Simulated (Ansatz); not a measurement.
Runs of Ansatz 0.2.0 on SrO. It takes space group Fm-3m (No. 225, cubic). Conventional cell: a = 5.133 Å, b = 5.133 Å, c = 5.133 Å, α = 90.00°, β = 90.00°, γ = 90.00°. Around Sr (site symmetry m-3m) lie 6 O at 2.57 Å. O (site symmetry m-3m) has 6 Sr at 2.57 Å as nearest neighbours. 

```csv
task,level,cell,cutoff (eV),gap on the mesh (eV),pressure (GPa),relaxed volume (Å³/atom)
relaxation of cell and atoms,PBEsol+D3(BJ),relaxed,-,3.23,0.0,16.35
relaxation of cell and atoms,BLYP,relaxed,-,3.52,0.0,18.07
relaxation of cell and atoms,PBEsol,relaxed,-,3.25,0.0,(b)
band structure,revPBE,as given,217,(c),(a),-
```

Alike in all rows: potentials or basis all-electron LAPW, scalar-relativistic; no spin polarisation; k mesh 9 × 9 × 9; smearing fermi-dirac 0.05 eV; basis error allowed 0.001 eV/atom.

Estimate the missing entries.

(a) 5.6; (b) 16.80; (c) 3.46.

Caveats: an odd mesh through Γ misses points on the zone boundary, where band edges often lie (some runs).

A k mesh can miss the band edges, and the runs leave out spin-orbit coupling on Sr.

Runs at the PBE level aren't shown here.
